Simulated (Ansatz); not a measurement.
# Sn: the cost of one run

Program: Ansatz 0.2.0. Level of theory: DFT PBE, scalar-relativistic, plane waves, PAW. These are calculated values, not measurements.

1 further run of the same task is left out (set aside as unsound or not needed).

### 1 The structure to begin with

The structure is hexagonal, space group P6_3/mmc (No. 194). The conventional cell has a = 3.906 Å, b = 3.906 Å, c = 6.420 Å, α = 90.00°, β = 90.00°, γ = 120.00°. Around Ca (site symmetry -6m2) lie 12 Ca at 3.91 to 3.92 Å.

Structure file:

```cif
data_structure
_symmetry_space_group_name_H-M 'P 1'
_symmetry_Int_Tables_number 1
_cell_length_a 3.9062
_cell_length_b 3.9062
_cell_length_c 6.4199
_cell_angle_alpha 90.000
_cell_angle_beta 90.000
_cell_angle_gamma 119.997
_cell_volume 84.84
loop_
_atom_site_label
_atom_site_type_symbol
_atom_site_fract_x
_atom_site_fract_y
_atom_site_fract_z
_atom_site_occupancy
Ca1 Ca 0.83344 0.16656 0.25000 1
Ca2 Ca 0.16656 0.83344 0.75000 1
```

It goes back to an entry of the Materials Project, which need not be the stable form.

It is the result of an earlier relaxation at this level (volume 42.42 Å³/atom; gap on the mesh: none (metal)).

### 2 Ca → Sn: the starting cell

The start of Sn: fractional positions of relaxed Ca, cell scaled by 0.850, a guess from tabulated radii.

### 3 Quick check of gap, pressure and forces (Sn)

input.yaml reads:

```yaml
crystal:
  lattice:
    - [1.6598175454, -2.8747319008, 0.0]
    - [1.6598175454, 2.8747319008, 0.0]
    - [0.0, 0.0, 5.4556848639]
  atoms:
    - { symbol: Sn, position: [0.83344354, 0.16655646, 0.25] }
    - { symbol: Sn, position: [0.16655646, 0.83344354, 0.75] }
basis:
  ecutwfc: 420
kpoints:
  mp_grid: { grid: [6, 6, 4] }
hamiltonian:
  xc: pbe
scf:
  occupations: { method: gaussian, width: 0.1 }
output:
  forces: true
  stress: true
  eigenvalues: true
```

What time and memory should one allow on 1 thread of an Arm CPU, shared host?

About 2.1 s, with a peak of 0.31 GiB.
